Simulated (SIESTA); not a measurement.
Crystal: PbSe (Clausthalite).

```
Pb Se
1.0
     0.00000    3.06065    3.06065
     3.06065    0.00000    3.06065
     3.06065    3.06065    0.00000
Pb Se
1 1
Direct
  0.00000 0.00000 0.00000
  0.50000 0.50000 0.50000
```

* Program: SIESTA 5.4.2
* Task: relaxation of cell and atoms
* Functional: PBE
* Potentials or basis: PseudoDojo 0.4 standard (PBE files)
* Basis: DZ (energy shift 0.002 Ry)
* Grid cutoff: 500 Ry
* Energy shift: 0.002 Ry
* k mesh: 8 × 8 × 8
* Occupations: fermi-dirac, width 0.05 eV
* Spin: no spin polarisation

At the start: pressure 4.2 GPa; volume 28.67 Å³/atom.

Question: Where does the relaxation end?

Answer: Over 4 steps the energy falls by 27.0 meV/atom and the volume is 30.94 Å³/atom (+7.9 %); space group Fm-3m (No. 225, to 0.05 Å).

Step by step:
```tsv
step	energy change (eV)	largest force (eV/Å)	pressure (GPa)	volume (Å³)
1	0.0000	0.0000	4.23	57.34
2	-0.0380	0.0000	2.14	59.35
3	-0.0523	0.0000	-0.61	62.66
4	-0.0539	0.0000	-0.03	61.88
```

Final structure:
```
Pb Se
1.0
     0.00097    3.13991    3.13991
     3.13991    0.00097    3.13991
     3.13991    3.13991    0.00097
Pb Se
1 1
Cartesian
  0.0000 0.0000 0.0000
  3.1404 3.1404 3.1404
```

Caveat: the basis has no polarisation orbitals; semicore shells carry a single zeta, which can move pressures by several GPa and volumes by a few percent; the basis of atomic orbitals isn't converged, which shifts pressures, moduli and gaps.
